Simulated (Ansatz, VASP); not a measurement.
# One calculation of B, two programs

```
B
1.0
    -1.20041    1.20041    2.06799
     1.20041   -1.20041    2.06799
     1.20041    1.20041   -2.06799
B
2
Cartesian
  0.0000 0.0000 1.2073
  0.0000 0.0000 2.9287
```

Alike in both runs: task single point; functional PBE; k mesh 10 × 10 × 10; occupations gaussian, width 0.1 eV; no spin polarisation.

|  | VASP | Ansatz |
| --- | --- | --- |
| version | VASP 6.6.1 | Ansatz 0.2.0 |
| potentials or method | VASP PAW PBE potentials, release 64 (B) | scalar-relativistic, plane waves, PAW |
| plane-wave cutoff (eV) | 520 | 420 |
| valence electrons in the cell | 6 | 6 |

```csv
,VASP,Ansatz,Ansatz less VASP
gap on the k mesh at the Fermi level (eV),none,none,-
rms of the force components (eV/Å),0.254,0.255,+0.0019
```

Atom by atom the forces differ by 0.002 eV/Å (rms over components). A gap of «none» marks a metal or a gap that the smearing closes. The functional is the same, so the differences come from potentials, cutoffs and numerics.

Caveats: the k mesh is coarse (spacing up to 0.37 Å⁻¹), so the values aren't converged.
